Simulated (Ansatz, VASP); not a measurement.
# CaO in VASP and in Ansatz

```
Ca O
1.0
     0.00000    2.49347    2.49347
     2.49347    0.00000    2.49347
     2.49347    2.49347    0.00000
Ca O
1 1
Direct
  0.00000 0.00000 0.00000
  0.50000 0.50000 0.50000
```

Alike in both runs: task single point; functional PBE; k mesh 8 × 8 × 8; occupations gaussian, width 0.02 eV; no spin polarisation.

|  | VASP | Ansatz |
| --- | --- | --- |
| version | VASP 6.6.1 | Ansatz 0.2.0 |
| potentials or method | VASP PAW PBE potentials, release 64 (Ca_sv, O) | scalar-relativistic, plane waves, PAW |
| plane-wave cutoff (eV) | 520 | 420 |
| valence electrons in the cell | 16 | 16 |

Ansatz gave:

```
gap on the k mesh at the Fermi level (eV) : 3.65
least direct gap on the mesh (eV)         : 3.89
pressure (GPa)                            : -8.2
```

Q: What did VASP give for the same quantities?

A: gap on the k mesh at the Fermi level (eV): 3.64; least direct gap on the mesh (eV): 3.87; pressure (GPa): -7.8.

A k mesh can miss the band edges. PBE gaps usually lie below the measured ones, often by a third to a half.
